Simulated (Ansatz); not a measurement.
**KI: computed DOS**

```cif
data_structure
_symmetry_space_group_name_H-M 'P 1'
_symmetry_Int_Tables_number 1
_cell_length_a 4.9845
_cell_length_b 4.9845
_cell_length_c 4.9845
_cell_angle_alpha 60.000
_cell_angle_beta 60.000
_cell_angle_gamma 60.000
_cell_volume 87.57
loop_
_atom_site_label
_atom_site_type_symbol
_atom_site_fract_x
_atom_site_fract_y
_atom_site_fract_z
_atom_site_occupancy
K1 K 0.00000 0.00000 0.00000 1
I1 I 0.50000 0.50000 0.50000 1
```

The runs use the primitive cell with vectors (0.000, 3.525, 3.525), (3.525, 0.000, 3.525), (3.525, 3.525, 0.000) Å, to which the k mesh refers.

The cell is COD entry 9009735, as deposited and not checked against the literature; nothing was relaxed.

Spin–orbit coupling is left out, though it moves levels of the heavy atoms by tenths of an eV or more.

Computed with DFT, PBEsol, all-electron LAPW, scalar-relativistic in Ansatz 0.2.0.

Sampling and basis: a Γ-centred 8×8×8 k mesh, Fermi–Dirac smearing of 0.01 eV, basis error target 1 meV/atom, no spin polarisation.

Task: Which of the resolved shells contributes most in the top eV of the valence band?

Result: I 5p, with 97 % of all states there; K 4s follows with 1 %.

Task: Tabulate the density of states.

Result: States per eV and cell, averaged over 0.4 eV, from -1.5 to 5.9 eV, with energies (bin centres) from the valence-band top; empty bins are left out. The partial columns, the largest 3 alone, are projections on Löwdin-orthogonalised atomic shells (those that the program's projection atoms carry: the occupied ones and, for some elements, an empty d or f shell; other empty shells have no column), summed over atoms of an element. Weights on diffuse s and p shells depend on that basis and aren't pure angular character.
```
E (eV)  total  I 5p  K 4s  I 5s
  -1.4   0.45  0.38  0.07  0.00
  -1.0   4.07  3.63  0.38  0.02
  -0.6   5.74  5.58  0.07  0.01
  -0.2   4.73  4.67  0.01  0.00
   4.2   0.08  0.00  0.06  0.02
   4.6   0.18  0.02  0.13  0.03
   5.0   0.70  0.04  0.26  0.05
   5.4   1.98  0.07  0.46  0.05
   5.8   2.56  0.06  0.56  0.03
```
